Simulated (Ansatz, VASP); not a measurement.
**Si4N: VASP beside Ansatz**

```
Si N
1.0
     5.25724    0.00000    0.00000
    -2.62862    4.55291    0.00000
     0.00000    0.00000    3.27316
Si N
4 1
Direct
  0.50000 0.00000 0.00000
  0.00000 0.50000 0.00000
  0.50000 0.50000 0.00000
  0.00000 0.00000 0.00000
  0.00000 0.00000 0.50000
```

Alike in both runs: functional PBE; k mesh 12 × 12 × 12; occupations gaussian, width 0.1 eV; no spin polarisation.

Ansatz relaxed the structure, and its values are those at the end. VASP's run is a single point on that final structure, the one shown.

|  | VASP | Ansatz |
| --- | --- | --- |
| version | VASP 6.6.1 | Ansatz 0.2.0 |
| potentials or method | VASP PAW PBE potentials, release 64 (Si, N) | scalar-relativistic, plane waves, PAW |
| plane-wave cutoff (eV) | 520 | 420 |
| valence electrons in the cell | 21 | 21 |

Ansatz gave:

```
gap on the k mesh at the Fermi level (eV) : none
pressure (GPa)                            : 0.0
```

Problem. Which values does VASP return?

Solution. gap on the k mesh at the Fermi level (eV): none; pressure (GPa): -0.1.

A gap of «none» marks a metal or a gap that the smearing closes.
